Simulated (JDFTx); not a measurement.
The system is Pt.

```xyz
2
Lattice="2.7607 0.0000 0.0000 -1.3803 2.3908 0.0000 0.0000 0.0000 4.7921" Properties=species:S:1:pos:R:3 pbc="T T T"
Pt    0.0000    1.5939    1.1980
Pt    1.3803    0.7969    3.5941
```

This isn't the form of Pt at room conditions, which is fcc.

| Item | Value |
| --- | --- |
| Program | JDFTx 1.7.0 (patched build) |
| Task | relaxation of cell and atoms |
| Functional | PBE |
| Potentials or basis | PseudoDojo-SR-PBE-0.5-standard with smoothed tails |
| Cutoff | 1143 eV |
| Density cutoff | 9143 eV |
| k mesh | 6 × 6 × 3 |
| Occupations | fermi-dirac, width 0.05 eV |
| Spin | no spin polarisation |

At the start: pressure -2.5 GPa; volume 15.81 Å³/atom.

How do energy, volume and symmetry change on relaxing?

Over 7 steps the energy falls by 2.1 meV/atom and the volume is 15.64 Å³/atom (-1.1 %); space group P6_3/mmc (No. 194, to 0.05 Å).

The path:
```csv
step,energy change (eV),largest force (eV/Å),pressure (GPa),volume (Å³)
1,0.0000,0.0000,-2.46,31.63
2,-0.0008,0.0000,-2.12,31.58
3,-0.0037,0.0000,0.11,31.28
4,-0.0041,0.0000,-0.07,31.30
5,-0.0042,0.0000,0.01,31.28
6,-0.0042,0.0000,-0.02,31.28
7,-0.0042,0.0000,0.02,31.28
```

Final structure:
```
CELL_PARAMETERS angstrom
2.75907 0.00000 0.00000
-1.37953 2.38943 0.00000
0.00000 0.00000 4.74436
ATOMIC_POSITIONS crystal
Pt 0.33333 0.66667 0.25000
Pt 0.66667 0.33333 0.75000
```

Caveat: the k mesh is coarse (spacing up to 0.44 Å⁻¹), so the values aren't converged.
